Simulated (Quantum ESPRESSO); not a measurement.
The system is Ta2C.

```xyz
3
Lattice="3.1059 0.0000 0.0000 -1.5530 2.6898 0.0000 0.0000 0.0000 4.9464" Properties=species:S:1:pos:R:3 pbc="T T T"
Ta    1.5530    0.8966    3.6999
Ta    0.0000    1.7932    1.2465
C     0.0000    0.0000    0.0000
```

Base run:

| Property | Result |
| --- | --- |
| Program | Quantum ESPRESSO 7.5 |
| Functional | LDA |
| Potentials or basis | GBRV 1.5 LDA |
| Cutoff | 762 eV |
| Density cutoff | 6095 eV |
| k mesh | 10 × 10 × 6 |
| Occupations | fermi-dirac, width 0.05 eV |
| Spin | no spin polarisation |

Its results: band gap on the k mesh none (metal or under the smearing width); pressure -8.1 GPa; largest force 0.102 eV/Å.

**Question.** The run is repeated on the same cell with these changes: functional from LDA to PBEsol; potentials or basis from GBRV 1.5 LDA to GBRV 1.5 PBEsol. What comes out?

**Answer.** Band gap on the k mesh none (metal or under the smearing width); pressure -3.1 GPa; largest force 0.027 eV/Å.

Not every run made on this cell is shown here.
